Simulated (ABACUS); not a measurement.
# TePb (Fm-3m) in ABACUS: a series of runs, part 2 of 2

ABACUS 3.10.1.

## (3) Equation of state, PBE, spin-orbit coupling, no magnetisation, 31.71 Å³/atom (volume scaled by 0.94)

Input file INPUT:

```
INPUT_PARAMETERS
suffix              TePb
calculation         scf
basis_type          lcao
pseudo_dir          ./
orbital_dir         ./
symmetry            0
dft_functional      pbe
ecutwfc             103
pseudo_rcut         10
nspin               4
nbands              56
ks_solver           scalapack_gvx
smearing_method     fd
smearing_sigma      0.00367493
scf_thr             1e-07
scf_nmax            100
mixing_type         broyden
mixing_beta         0.4
cal_force           1
cal_stress          1
noncolin            0
lspinorb            1
out_mul             1
```

Input file STRU:

```
ATOMIC_SPECIES
Pb 207.2000 Pb.upf
Te 127.6000 Te.upf

NUMERICAL_ORBITAL
Pb_confined-atom_8au_3s3p2d.orb
Te_confined-atom_8au_3s3p2d.orb

LATTICE_CONSTANT
1.8897261246

LATTICE_VECTORS
0.0000000000 3.1650427173 3.1650427173
3.1650427173 0.0000000000 3.1650427173
3.1650427173 3.1650427173 0.0000000000

ATOMIC_POSITIONS
Cartesian

Pb
0.0
1
0.0000000000 0.0000000000 0.0000000000 1 1 1

Te
0.0
1
3.1650427173 3.1650427173 3.1650427173 1 1 1
```

Input file KPT:

```
K_POINTS
0
Gamma
4 4 4 0 0 0
```

Potentials or basis: PseudoDojo NC FR 0.4 PBE stringent, DZP LCAO (the cutoffs set its grid).

Launch:

```console
$ OMP_NUM_THREADS=1 mpirun -np 4 abacus > log
```

running log:

```text
ABACUS v3.10.1

               Atomic-orbital Based Ab-initio Computation at UStc

 ------------------------------------------------------------------------------------

 READING GENERAL INFORMATION
                           global_out_dir = OUT.TePb/
                           global_in_card = INPUT
                               pseudo_dir = ./
                              orbital_dir = ./
                                    DSIZE = 4
                                    GSIZE = 1
[... 5 lines left out ...]

 READING ATOM TYPE 1
                               atom label = Pb
                      L=0, number of zeta = 3
                      L=1, number of zeta = 3
                      L=2, number of zeta = 2
             number of atom for this type = 1
[... 739 lines left out ...]
-------------------------------------------------------------------------------------------

 correction force for each atom along direction 1 is 1.08477e-13
 correction force for each atom along direction 2 is 8.15711e-14
 correction force for each atom along direction 3 is -9.83869e-14
------------------------------------------------------------------------------------------
 TOTAL-FORCE (eV/Angstrom)
------------------------------------------------------------------------------------------
                       Pb1         0.0000000000         0.0000000000         0.0000000000
                       Te1         0.0000000000         0.0000000000         0.0000000000
------------------------------------------------------------------------------------------

----------------------------------------------------------------
 TOTAL-STRESS (KBAR)
----------------------------------------------------------------
        49.3932450079         0.0000000000         0.0000000000
         0.0000000000        49.3932450077        -0.0000000000
         0.0000000000        -0.0000000000        49.3932450074
----------------------------------------------------------------
 TOTAL-PRESSURE: 49.393245 KBAR

 --------------------------------------------
 !FINAL_ETOT_IS -13359.6407896869968681 eV
 --------------------------------------------
```

stdout:

```text
ABACUS
v3.10.1

               Atomic-orbital Based Ab-initio Computation at UStc

[... 39 lines left out ...]
----------------------------------------------------------------
 TOTAL-STRESS (KBAR)
----------------------------------------------------------------
        49.3932450079         0.0000000000         0.0000000000
         0.0000000000        49.3932450077        -0.0000000000
         0.0000000000        -0.0000000000        49.3932450074
----------------------------------------------------------------
 TOTAL-PRESSURE: 49.393245 KBAR
```

Run time: 29 s. Hardware: 4 MPI ranks of Intel Xeon Platinum 8488C (Sapphire Rapids), shared host; peak memory 1.9 GiB.

Results:

* Free energy: -13359.6408 eV
* Pressure: 4.9 GPa
* Mulliken charges: Pb +0.18; Te -0.18 e

Caveat: the k mesh is coarse (spacing up to 0.43 Å⁻¹), so the values aren't converged; the atomic orbitals were generated for these runs and aren't a published set; Mulliken charges move with the basis; the basis of atomic orbitals isn't converged, which shifts pressures, moduli and gaps.

## (4) Equation of state, PBE, spin-orbit coupling, no magnetisation, 33.05 Å³/atom (volume scaled by 0.98)

INPUT is that of step 3.

Input file STRU:

```
ATOMIC_SPECIES
Pb 207.2000 Pb.upf
Te 127.6000 Te.upf

NUMERICAL_ORBITAL
Pb_confined-atom_8au_3s3p2d.orb
Te_confined-atom_8au_3s3p2d.orb

LATTICE_CONSTANT
1.8897261246

LATTICE_VECTORS
0.0000000000 3.2093147829 3.2093147829
3.2093147829 0.0000000000 3.2093147829
3.2093147829 3.2093147829 0.0000000000

ATOMIC_POSITIONS
Cartesian

Pb
0.0
1
0.0000000000 0.0000000000 0.0000000000 1 1 1

Te
0.0
1
3.2093147829 3.2093147829 3.2093147829 1 1 1
```

KPT is that of step 3.

Launch:

```console
$ OMP_NUM_THREADS=1 mpirun -np 4 abacus > log
```

Run time: 25 s. Hardware: 4 MPI ranks of Intel Xeon Platinum 8488C (Sapphire Rapids), shared host; peak memory 1.8 GiB.

Results (log left out):

| Item | Value |
| --- | --- |
| Free energy | -13359.7058 eV |
| Pressure | 2.8 GPa |
| Mulliken charges | Pb +0.26; Te -0.26 e |

Caveat: the k mesh is coarse (spacing up to 0.42 Å⁻¹), so the values aren't converged; the atomic orbitals were generated for these runs and aren't a published set; Mulliken charges move with the basis; the basis of atomic orbitals isn't converged, which shifts pressures, moduli and gaps.

## (5) Equation of state, PBE, spin-orbit coupling, no magnetisation, 34.40 Å³/atom (volume scaled by 1.02)

INPUT is that of step 4.

Input file STRU:

```
ATOMIC_SPECIES
Pb 207.2000 Pb.upf
Te 127.6000 Te.upf

NUMERICAL_ORBITAL
Pb_confined-atom_8au_3s3p2d.orb
Te_confined-atom_8au_3s3p2d.orb

LATTICE_CONSTANT
1.8897261246

LATTICE_VECTORS
0.0000000000 3.2523979746 3.2523979746
3.2523979746 0.0000000000 3.2523979746
3.2523979746 3.2523979746 0.0000000000

ATOMIC_POSITIONS
Cartesian

Pb
0.0
1
0.0000000000 0.0000000000 0.0000000000 1 1 1

Te
0.0
1
3.2523979746 3.2523979746 3.2523979746 1 1 1
```

KPT is that of step 4.

Launch:

```console
$ OMP_NUM_THREADS=1 mpirun -np 4 abacus > log
```

It took 24 s on 4 MPI ranks of Intel Xeon Platinum 8488C (Sapphire Rapids), shared host; peak memory 1.7 GiB.

It converged, with:

```yaml
Free_energy: -13359.7381 eV
Pressure: 1.0 GPa
Mulliken_charges: Pb +0.33; Te -0.33 e
```

Caveat: the k mesh is coarse (spacing up to 0.42 Å⁻¹), so the values aren't converged; the atomic orbitals were generated for these runs and aren't a published set; Mulliken charges move with the basis; the basis of atomic orbitals isn't converged, which shifts pressures, moduli and gaps.

## (6) Equation of state, PBE, spin-orbit coupling, no magnetisation, 35.75 Å³/atom (volume scaled by 1.06)

INPUT is that of step 5.

Input file STRU:

```
ATOMIC_SPECIES
Pb 207.2000 Pb.upf
Te 127.6000 Te.upf

NUMERICAL_ORBITAL
Pb_confined-atom_8au_3s3p2d.orb
Te_confined-atom_8au_3s3p2d.orb

LATTICE_CONSTANT
1.8897261246

LATTICE_VECTORS
0.0000000000 3.2943690292 3.2943690292
3.2943690292 0.0000000000 3.2943690292
3.2943690292 3.2943690292 0.0000000000

ATOMIC_POSITIONS
Cartesian

Pb
0.0
1
0.0000000000 0.0000000000 0.0000000000 1 1 1

Te
0.0
1
3.2943690292 3.2943690292 3.2943690292 1 1 1
```

KPT is that of step 5.

Potentials or basis: PseudoDojo NC FR 0.4 PBE stringent, DZP LCAO (the cutoffs set its grid).

Launch:

```console
$ OMP_NUM_THREADS=1 mpirun -np 4 abacus > log
```

Run time: 24 s. Hardware: 4 MPI ranks of Intel Xeon Platinum 8488C (Sapphire Rapids), shared host; peak memory 1.8 GiB.

The run converged. Its results:

```yaml
Free_energy: -13359.7421 eV
Pressure: -0.5 GPa
Mulliken_charges: Pb +0.39; Te -0.39 e
```

Caveat: the k mesh is coarse (spacing up to 0.41 Å⁻¹), so the values aren't converged; the atomic orbitals were generated for these runs and aren't a published set; Mulliken charges move with the basis; the basis of atomic orbitals isn't converged, which shifts pressures, moduli and gaps.

## (7) Equation of state, PBE, spin-orbit coupling, no magnetisation

Potentials or basis: PseudoDojo NC FR 0.4 PBE stringent, DZP LCAO (the cutoffs set its grid).

No new run: the results of the series are fitted here.

What came out:

| Item | Value |
| --- | --- |
| Equilibrium volume | 35.28 Å³/atom |
| Bulk modulus | 40 GPa |
| Pressure derivative of the bulk modulus | 2.8 (rough: it moves with the points fitted) |

Energy against volume, from the lowest point:
```csv
volume (Å³/atom),energy (meV/atom)
31.706,50.64
33.055,18.14
34.404,2.00
35.753,0.00
```

Caveat: the k mesh is coarse (spacing up to 0.42 Å⁻¹), so the values aren't converged; the atomic orbitals were generated for these runs and aren't a published set; the basis of atomic orbitals isn't converged, which shifts pressures, moduli and gaps. Zero-point motion and thermal expansion aren't in these numbers.

## (8) How close it comes

Step 2. Measured gap of TePb: 0.19 eV (direct; 4.2 K; a printed reference work, monograph). This calculation gives 0.04 eV (-0.15 eV). The value is that of PBE in an atomic basis (PseudoDojo NC FR 0.4 PBE stringent, DZP LCAO (the cutoffs set its grid)), whose error adds to the functional's,, without temperature or zero-point motion. Semilocal functionals fall short of measured gaps as a rule.
